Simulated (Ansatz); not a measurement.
The cell is the one relaxed in the Materials Project (mp-1500), not relaxed further here; entries there can be hypothetical. The listed cell was then made from it by scaling, straining or moving an atom.

An input for BaS: DFT, r2SCAN, PAW with Ansatz's default frozen-core files, scalar-relativistic (Ansatz 0.2.0). The PAW files were made with PBE; their cores are remade for this functional.

```yaml
crystal:
  lattice:
    - [0.0, 3.1603871803, 3.1603871803]
    - [3.1603871803, 0.0, 3.1603871803]
    - [3.1603871803, 3.1603871803, 0.0]
  atoms:
    - { symbol: Ba, position: [0.0, 0.0, 0.0] }
    - { symbol: S, position: [0.5, 0.5, 0.5] }
kpoints:
  mp_grid: { grid: [7, 7, 7] }
scf:
  occupations: { method: fermi_dirac, width: 0.02 }
hamiltonian:
  xc: r2scan
  pseudopotentials: { kind: paw }
output:
  forces: true
  stress: true
  eigenvalues: true
  efg: { contact_densities: true }
```

Set-up and iterations as logged by Ansatz (the results part is left out, to be predicted):

```
Engine: ansatz 0.2.0
Pseudopotentials: kind: paw
Pseudopotential: Ba, paw, valence charge 10, recommended cutoff 500 eV (meta_gga)
Pseudopotential: S, paw, valence charge 6, recommended cutoff 500 eV (meta_gga)
Functional definition: r2SCAN
  parameter k0 = 0.174
  parameter k1 = 0.065
  parameter a1 = 4.9479
  exchange = r2scan_x(k0 = k0, k1 = k1, a1 = a1)
  correlation = r2scan_c
Crystal: 2 atoms, lattice volume = 63.132 Å³
Basis set: ecut = 500 eV, 1639 PW (Γ), exchange–correlation on 144×144×144 points (64 copies of the dense FFT grid, shifted against one another)
Bands: 12, of which v1, the nominal top of the filled ones, is band 8 counted from 1 (7 counted from 0)
Symmetry: 48 space group operations
Space group: Fm-3m (ITA 225), of the structure as read, at distance tolerance 4.0e-5 Å
k-points: 20 of 343
Non-local potential: Ba, projectors of the file, l = 0: 3, l = 1: 2, l = 2: 2, l = 3: 2
Non-local potential: S, projectors of the file, l = 0: 2, l = 1: 2, l = 2: 2
PAW form: soft (Blöchl's): semilocal exchange-correlation on the pseudo side does not see the compensation charge
PAW frozen core: Ba, regenerated for the run's functional (the file was generated under x = pbe(κ = 0.804, μ = 0.2195149727645171), c = pbe(β = 0.06672455060314922))
PAW frozen core: S, regenerated for the run's functional (the file was generated under x = pbe(κ = 0.804, μ = 0.2195149727645171), c = pbe(β = 0.06672455060314922))
PAW one-centre angular grid: Ba, 302 points (default); XC on 160 Gauss nodes
PAW one-centre angular grid: S, 302 points (default); XC on 160 Gauss nodes
Initial density: superposition of atomic densities (neutral atoms: chi_scale 0, normalization atom), corrected by the library's trained network
Initial wavefunctions: pseudopotential atomic-orbital guess
Functional: x = r2scan, c = r2scan; τ floored in thin density (d = 2e-4 eV/Å³)
SCF iter   1: F=—  HF=-6875.050953 eV  |F-HF|=—  |Δ(HF+E_count)|=         —  Δρ=3.91e-3  dr2=9.49e-3  dr2_τ=6.29e-3  ethr=1.77e-3  ⟨swp⟩=8.9  Hψ=2018  notcnv=0
SCF iter   2: F=—  HF=-6875.108213 eV  |F-HF|=—  |Δ(HF+E_count)|=   5.73e-2  Δρ=1.84e-3  dr2=1.19e-3  dr2_τ=1.62e-4  ethr=5.93e-5  ⟨swp⟩=3.0  Hψ=720  notcnv=0
SCF iter   3: F=—  HF=-6875.108449 eV  |F-HF|=—  |Δ(HF+E_count)|=   2.35e-4  Δρ=6.29e-4  dr2=2.42e-4  dr2_τ=2.75e-5  ethr=7.42e-6  ⟨swp⟩=2.2  Hψ=463  notcnv=0
SCF iter   4: F=—  HF=-6875.108463 eV  |F-HF|=—  |Δ(HF+E_count)|=   1.45e-5  Δρ=2.05e-4  dr2=1.54e-5  dr2_τ=1.72e-6  ethr=1.51e-6  ⟨swp⟩=2.2  Hψ=341  notcnv=0
SCF iter   5: F=—  HF=-6875.108474 eV  |F-HF|=—  |Δ(HF+E_count)|=   1.03e-5  Δρ=4.03e-5  dr2=7.45e-7  dr2_τ=4.39e-8  ethr=9.64e-8  ⟨swp⟩=2.6  Hψ=410  notcnv=0
SCF iter   6: F=-6875.108474 eV  HF=-6875.108474 eV  |F-HF|=8.37e-9  |Δ(HF+E_count)|=   7.09e-7  Δρ=3.68e-6  dr2=1.40e-8  dr2_τ=6.76e-10  ethr=6.25e-10  ⟨swp⟩=7.0  Hψ=1408  notcnv=0
```

Question: What pressure will this run report?

Answer: 2.44 GPa (positive in compression).
